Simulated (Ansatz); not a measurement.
Here is an Ansatz 0.2.0 calculation.

File input.yaml:

```yaml
crystal:
  lattice:
    - [2.98611099, 0.0, 0.0]
    - [0.0, 2.98611099, 0.0]
    - [0.0, 0.0, 2.98611099]
  atoms:
    - { symbol: Co, position: [0.5, 0.5, 0.5], spin: 1.0 }
    - { symbol: Ti, position: [0.0, 0.0, 0.0], spin: 0.5 }
hamiltonian:
  xc: pbesol
  pseudopotentials: { kind: paw }
magnetization:
  spin_polarized: true
  initial_magnetization: 1.5
  spin_locking: { lock_magnetization: hard }
kpoints:
  mp_grid: { grid: [8, 8, 8] }
scf:
  occupations: { method: fermi_dirac, width: 0.05 }
  lower_state_search: "off"
output:
  forces: true
  stress: true
  eigenvalues: true
  write_density: true
  write_potential: true
  elf: true
  volumetric_format: npy
```

Potentials or basis: Ansatz PAW.

The run is started by

```sh
$ ansatz run input.yaml --threads 2 --pin off --max-ram 5632MiB --backend cpu --events-out ev --progress --plain --runs-dir out
```

(1) Predict the pressure.

Answers

(1) -5.2 GPa.

Caveat: the total moment is fixed, so each spin has its own Fermi level; the PAW data sets come from PBE, with cores solved anew for the run's functional, which leaves a small shift of forces and pressure; the thresholds are loose for stress.
